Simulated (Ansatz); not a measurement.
A 2-atom cell of NaF from a published structure (r2SCAN geometry), in Ansatz:

```
Na F
1.0
     0.00000    2.29724    2.29724
     2.29724    0.00000    2.29724
     2.29724    2.29724    0.00000
Na F
1 1
Direct
  0.00000 0.00000 0.00000
  0.50000 0.50000 0.50000
```

G0W0@PBE with 91 empty bands, a screening cutoff of 140 eV and a 6×6×6 mesh (PAW, contour deformation) gives 10.588 eV over the mesh points, from a PBE gap of 6.456 eV; it sums over 99 bands with 89 plane waves in the screening and a wave cutoff of 420 eV. The G0W0 figures hold for the stated bands, cutoff and mesh and aren't extrapolated. Computed at 0 K without zero-point motion; spin polarisation is off.

Question: Estimate the gap with empty bands 167, screening cutoff 210 eV.

Answer: 10.745 eV (+0.157 eV), from a Kohn-Sham gap of 6.456 eV.

Question: Estimate the gap with empty bands 39, screening cutoff 80 eV.

Answer: 10.511 eV (-0.077 eV), from a Kohn-Sham gap of 6.456 eV.
